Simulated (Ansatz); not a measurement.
# (110) slab of rutile TiO2, 18.8 Å thick as cut, bare faces

Aim: relax the faces, then place the frontier levels against the vacuum by PBEsol, HSE06 and r²SCAN.

All numbers are computed with Ansatz 0.2.0 (PAW, plane waves).

### Step 1. Starting point

36 atoms (12 Ti, 24 O); a = 2.939 Å, b = 6.493 Å, c = 31.773 Å, α = 90.00°, β = 90.00°, γ = 90.00°. All atoms were shaken off their sites by about 0.02 Å along each axis.

The runs, in order: (2) PBEsol relaxation at a 6×3×1 mesh, on 1 × NVIDIA GB200 with 8 threads of Arm Neoverse-V2; (3) HSE06 single point at a 4×2×1 mesh, on 1 × NVIDIA GB200 with 8 threads of Arm Neoverse-V2; (4) r²SCAN single point at a 4×2×1 mesh, on 1 × NVIDIA GB200 with 8 threads of Arm Neoverse-V2.

### Step 2. Relaxing the atoms with PBEsol

File in.yaml:

```yaml
crystal:
  lattice:
    - [0.000000, 0.000000, 2.938871]
    - [4.591414, -4.591414, 0.000000]
    - [22.466572, 22.466572, 0.000000]
  atoms:
    - { symbol: Ti, position: [0.991002, 0.000138, 0.756034] }
    - { symbol: Ti, position: [0.004761, 0.490861, 0.243780] }
    - { symbol: Ti, position: [0.994197, 0.996845, 0.346627] }
    - { symbol: Ti, position: [0.998400, 0.495224, 0.447585] }
    - { symbol: Ti, position: [0.001610, 0.013313, 0.551176] }
    - { symbol: Ti, position: [0.003627, 0.496449, 0.653663] }
    - { symbol: Ti, position: [0.498010, 0.497224, 0.755229] }
    - { symbol: Ti, position: [0.496756, 0.996733, 0.245118] }
    - { symbol: Ti, position: [0.498486, 0.505968, 0.347400] }
    - { symbol: Ti, position: [0.510331, 0.997443, 0.449904] }
    - { symbol: Ti, position: [0.488963, 0.500187, 0.550644] }
    - { symbol: Ti, position: [0.497405, 0.999757, 0.652946] }
    - { symbol: O, position: [0.997877, 0.004872, 0.203932] }
    - { symbol: O, position: [0.996569, 0.501239, 0.306774] }
    - { symbol: O, position: [0.007262, 0.996636, 0.409216] }
    - { symbol: O, position: [0.998016, 0.499258, 0.509653] }
    - { symbol: O, position: [0.998074, 0.996586, 0.613232] }
    - { symbol: O, position: [0.002704, 0.500779, 0.714708] }
    - { symbol: O, position: [0.990290, 0.492088, 0.795101] }
    - { symbol: O, position: [0.006662, 0.000336, 0.285068] }
    - { symbol: O, position: [0.005451, 0.501257, 0.386345] }
    - { symbol: O, position: [0.008751, 0.006630, 0.488376] }
    - { symbol: O, position: [0.995356, 0.501875, 0.591883] }
    - { symbol: O, position: [0.009256, 0.996134, 0.693076] }
    - { symbol: O, position: [0.494021, 0.191335, 0.754993] }
    - { symbol: O, position: [0.510300, 0.696913, 0.243889] }
    - { symbol: O, position: [0.502832, 0.193182, 0.346733] }
    - { symbol: O, position: [0.517463, 0.696522, 0.449040] }
    - { symbol: O, position: [0.494355, 0.195659, 0.552017] }
    - { symbol: O, position: [0.505862, 0.695897, 0.651929] }
    - { symbol: O, position: [0.488628, 0.802211, 0.754709] }
    - { symbol: O, position: [0.498077, 0.303016, 0.244137] }
    - { symbol: O, position: [0.499952, 0.805373, 0.345569] }
    - { symbol: O, position: [0.509156, 0.308358, 0.448765] }
    - { symbol: O, position: [0.500569, 0.802135, 0.550753] }
    - { symbol: O, position: [0.508150, 0.304725, 0.653291] }
kpoints:
  mp_grid: { grid: [6, 3, 1] }
hamiltonian:
  xc: pbesol
scf:
  occupations: { method: fermi_dirac, width: 0.01 }
relax:
  f_tol: 0.03
  max_steps: 80
  escape_saddle: false
  adjacent_minimum: "off"
output:
  forces: true
  eigenvalues: true
  populations: true
```

Run with:

```console
> ansatz run in.yaml --threads 8 --pin off --max-ram 118750MiB --runs-dir r --events-out ev --progress --plain --backend cuda --devices 0, --max-vram 170GiB
```

After this run come: HSE06 on the final geometry; r²SCAN on the same atoms.

Q: Predict the outcome of this session. Wanted: for each run, top filled to lowest empty; top filled below vacuum.

The runs gave:

```
             level         time  k points  top filled to lowest empty (eV)  top filled below vacuum (eV)
PBEsol, relaxation    8 s (GPU)     6×3×1                             2.00                          7.34
             HSE06   21 s (GPU)     4×2×1                             3.56                          8.45
            r²SCAN  2.9 s (GPU)     4×2×1                             2.38                          7.68
```

| quantity | value |
| --- | --- |
| relaxation | 7 recorded steps, 2.81 eV gained |
| largest shift | 0.34 Å (Ti7) |
| mean bonds | O–Ti 1.960 Å |

**Reading.** Relaxation gains 2.81 eV, with shifts up to 0.34 Å (Ti7). At the same k points, r²SCAN gives a spacing 1.18 eV smaller than the 3.56 eV of HSE06. The relaxation ran on other k points, so part of any difference from the later rows can come from the mesh. The price of HSE06 is about 7.2 times the time of r²SCAN here.
